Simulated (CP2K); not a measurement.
Ge under changes of volume

One of the cells (19.607 Å³/atom); the others are scaled copies at fixed shape and fractional positions:

```xyz
1
Lattice="2.9521 0.0000 0.0000 -1.6296 2.4615 0.0000 0.0000 0.0000 2.6982" Properties=species:S:1:pos:R:3 pbc="T T T"
Ge    0.6612    1.2308    0.0000
```

This isn't the form of Ge at room conditions, which is diamond.

```yaml
Program: CP2K 2026.2
Functional: PBE
Potentials_or_basis: POTENTIAL_UZH Ge GTH-PBE-q4; TZVP-MOLOPT-PBE-GTH basis
Density_cutoff: 6123 eV
k_mesh: 11 × 11 × 10
Occupations: fermi-dirac, width 0.05 eV
Spin: no spin polarisation
```

| volume (Å³/atom) | energy over the lowest point (meV/atom) | pressure (GPa) |
| --- | --- | --- |
| 18.431 | 18.63 | 5.1 |
| 18.823 | 8.42 | 3.3 |
| 19.215 | 2.36 | 1.7 |
| 19.607 | 0.00 | 0.3 |
| 19.999 | ? | ? |
| 20.391 | 4.91 | -2.1 |
| 20.783 | 11.51 | -3.2 |

Problem. What does the run at 19.999 Å³/atom give?

Solution. Energy over the lowest point 0.97 meV/atom; pressure -1.0 GPa.

Worked out: A Birch-Murnaghan fit of order 3 (a polynomial in V^(-2/3)) to the other rows has its minimum at 19.68 Å³/atom with B0 = V·E''(V) = 67 GPa and B' = 4.5 at fixed shape and positions, which overstates the stiffness. It gives 0.97 meV/atom at 19.999 Å³/atom, against the run's 0.97, and -dE/dV = -1.0 GPa, against -1.0.

Energies are extrapolated to zero smearing.

Caveats: the basis of atomic orbitals isn't converged, which shifts pressures, moduli and gaps.
